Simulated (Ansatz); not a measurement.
# Rhenium (simple cubic) across density functionals

All rows: Ansatz, plane waves with scalar-relativistic PAW, 420 eV (500 eV for the SCAN forms), relaxed under each functional, no dispersion correction, no zero-point motion. B₀ comes from uniform scaling at fixed shape; a dash is a value not given.

```tsv
functional	V (Å³/atom)	cell	B₀ (GPa)	magnetic state	ΔE to hcp (meV/atom)
PBE	17.18	a = 2.580 Å	261	spin not included	1383
r²SCAN	16.87	a = 2.565 Å	276	spin not included	1430
PBEsol	16.66	a = 2.554 Å	283	spin not included	1457
LDA	16.38	a = 2.539 Å	295	spin not included	1438
revPBE	17.34	a = 2.588 Å	254	spin not included	1371
RPBE	17.40	a = 2.591 Å	251	spin not included	1367
BLYP	17.93	a = 2.617 Å	230	spin not included	1084
```

LDA gives the smallest volume and BLYP the largest.
